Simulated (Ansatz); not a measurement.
# SiO2: the cost of one run

Program: Ansatz 0.2.0. Level of theory: DFT PBE+D3(BJ), scalar-relativistic, plane waves, PAW. These are calculated values, not measurements.

### 1 The system as given

It takes space group Ibam (No. 72, orthorhombic). Conventional cell: a = 4.720 Å, b = 8.360 Å, c = 5.160 Å, α = 90.00°, β = 90.00°, γ = 90.00°. Si (site symmetry 222) is surrounded by 4 O at 1.87 Å. O (site symmetry m) has 2 Si at 1.87 Å as nearest neighbours.

As a file:

```xyz
6
Lattice="-2.3600 4.1800 2.5800 2.3600 -4.1800 2.5800 2.3600 4.1800 -2.5800" Properties=species:S:1:pos:R:3 pbc="T T T"
Si    0.0000    0.0000    3.8700
Si    0.0000    0.0000    1.2900
O     1.3735    3.2604    2.5800
O     0.9865   -0.9196    2.5800
O     1.3735    5.0996    0.0000
O     0.9865    0.9196    0.0000
```

Source of the structure: the Crystallography Open Database.

(A quick probe on a coarse mesh, which set the mesh and smearing, is not shown.)

### 3 Coarse relaxation

Contents of input.yaml:

```yaml
crystal:
  lattice:
    - [-2.36, 4.18, 2.58]
    - [2.36, -4.18, 2.58]
    - [2.36, 4.18, -2.58]
  atoms:
    - { symbol: Si, position: [0.75, 0.75, 0.0] }
    - { symbol: Si, position: [0.25, 0.25, 0.0] }
    - { symbol: O, position: [0.89, 0.791, 0.681] }
    - { symbol: O, position: [0.39, 0.709, 0.099] }
    - { symbol: O, position: [0.61, 0.291, 0.901] }
    - { symbol: O, position: [0.11, 0.209, 0.319] }
basis:
  ecutwfc: 420
kpoints:
  mp_grid: { grid: [6, 6, 6] }
hamiltonian:
  xc: pbe
  dispersion: d3bj
scf:
  occupations: { method: gaussian, width: 0.1 }
output:
  forces: true
  stress: true
  eigenvalues: true
relax:
  adjacent_minimum: "off"
  f_tol: 0.05
  max_steps: 80
  cell: { stress_tol: 0.5 }
```

The run is started by

```
$ ansatz run input.yaml --threads 4 --pin off --max-ram 12288MiB --backend cpu --events-out ev --progress --plain --runs-dir out
```

What time and memory should one allow on 4 threads of an Arm CPU, shared host?

About 26 s, with a peak of 0.45 GiB.
